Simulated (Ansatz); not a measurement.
Space group P6_3mc (No. 186). a = 3.426 Å, b = 3.426 Å, c = 5.323 Å, α = 90.00°, β = 90.00°, γ = 120.00°
```csv
atom,site,symmetry,x,y,z
Mn,2b,3m.,0.3333,0.6667,0.9975
O,2b,3m.,0.3333,0.6667,0.3889
```

Equation of state of this MnO structure (not necessarily the ground state), with shape and atoms relaxed at each volume where symmetry leaves them free. It has no gap at any of these volumes. These are results of DFT r2SCAN, scalar-relativistic, plane waves, PAW (Ansatz 0.2.0), not measurements.

Cutoff 500 eV; k points 12×12×8 on the computed 4-atom cell (Γ-centred); Gaussian smearing, width 0.10 eV; collinear spin.

```
V (Å³/atom) E − E(largest V) (meV/atom) P (GPa)
     11.907                       -18.87    11.92
     12.313                       -41.43     6.04
     12.719                       -50.30     1.09
     13.125                       -40.01     3.78
     13.531                       -44.73    -0.04
     13.936                       -40.23    -3.46
     14.342                       -27.56    -6.47
     14.884                         0.00    -9.78
```

Question: Does one Birch–Murnaghan curve describe these points?

Answer: Not well: the fit leaves 4.11 meV/atom rms, which suggests a change of structure or state along the series.

The state reached may not be the lowest one. The program reads another magnetic order as possibly lower. Moments started parallel, and an antiferromagnetic order may lie lower.

This wurtzite form isn't the usual stable structure of the compound.